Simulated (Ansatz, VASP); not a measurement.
# One calculation of B, two programs

File INCAR:

```
PREC     = Accurate       # precision mode
ENCUT    = 600            # plane-wave cutoff, eV
EDIFF    = 1E-6           # SCF threshold, eV
ISMEAR   = 0              # smearing method
SIGMA    = 0.1            # smearing width, eV
LREAL    = F              # projectors in reciprocal space
LASPH    = T              # aspherical terms in the spheres
NELM     = 100            # most SCF steps
ALGO     = Normal         # electronic algorithm
ISIF     = 3              # what is computed and relaxed
LWAVE    = F              # write WAVECAR
LCHARG   = F              # write CHGCAR
GGA      = PE             # functional
IBRION   = 2              # ionic algorithm
NSW      = 90             # ionic steps
EDIFFG   = -0.04          # ionic threshold
```

Contents of KPOINTS:

```
Automatic mesh
0
Gamma
  6 6 4
```

Contents of POSCAR:

```
B
1.0
    2.6862660400      0.0000000000      0.0000000000
    0.0000000000      2.6862660400      0.0000000000
    0.0000000000      0.0000000000      6.7968575600
B
6
Direct
    0.0000000000      0.5000000000      0.3813569400
    0.5000000000      0.0000000000      0.1186430600
    0.0000000000      0.5000000000      0.6186430600
    0.5000000000      0.0000000000      0.8813569400
    0.0000000000      0.0000000000      0.7500000000
    0.0000000000      0.0000000000      0.2500000000
```

Input for Ansatz:

```yaml
crystal:
  lattice:
    - [2.68626604, 0.0, 0.0]
    - [0.0, 2.68626604, 0.0]
    - [0.0, 0.0, 6.79685756]
  atoms:
    - { symbol: B, position: [0.0, 0.5, 0.38135694] }
    - { symbol: B, position: [0.5, 0.0, 0.11864306] }
    - { symbol: B, position: [0.0, 0.5, 0.61864306] }
    - { symbol: B, position: [0.5, 0.0, 0.88135694] }
    - { symbol: B, position: [0.0, 0.0, 0.75] }
    - { symbol: B, position: [0.0, 0.0, 0.25] }
basis:
  ecutwfc: 420
kpoints:
  mp_grid: { grid: [6, 6, 4] }
hamiltonian:
  xc: pbe
scf:
  occupations: { method: gaussian, width: 0.1 }
  lower_state_search: "off"
output:
  forces: true
  stress: true
  eigenvalues: true
relax:
  adjacent_minimum: "off"
  f_tol: 0.04
  max_steps: 70
  cell: { stress_tol: 0.4 }
```

Alike in both runs: task relaxation of cell and atoms; functional PBE; k mesh 6 × 6 × 4; occupations gaussian, width 0.1 eV; no spin polarisation.

|  | VASP | Ansatz |
| --- | --- | --- |
| version | VASP 6.6.1 | Ansatz 0.2.0 |
| potentials or method | VASP PAW PBE potentials, release 64 (B) | scalar-relativistic, plane waves, PAW |
| plane-wave cutoff (eV) | 600 | 420 |
| valence electrons in the cell | 18 | 18 |

VASP gave:

| Quantity | Value |
| --- | --- |
| gap on the k mesh at the Fermi level, each at its own relaxed structure (eV) | none |
| relaxed volume (Å³/atom) | 8.91 |
| relaxed cell length with the largest relative difference (Å) | 3.123 |
| energy change over the relaxation (meV/atom) | -565 |

Problem. What did Ansatz give for the same quantities?

Solution. gap on the k mesh at the Fermi level, each at its own relaxed structure (eV): none; relaxed volume (Å³/atom): 8.91; relaxed cell length with the largest relative difference (Å): 3.122; energy change over the relaxation (meV/atom): -565.

A gap of «none» marks a metal or a gap that the smearing closes.

Caveats: the k mesh is coarse (spacing up to 0.39 Å⁻¹), so the values aren't converged.
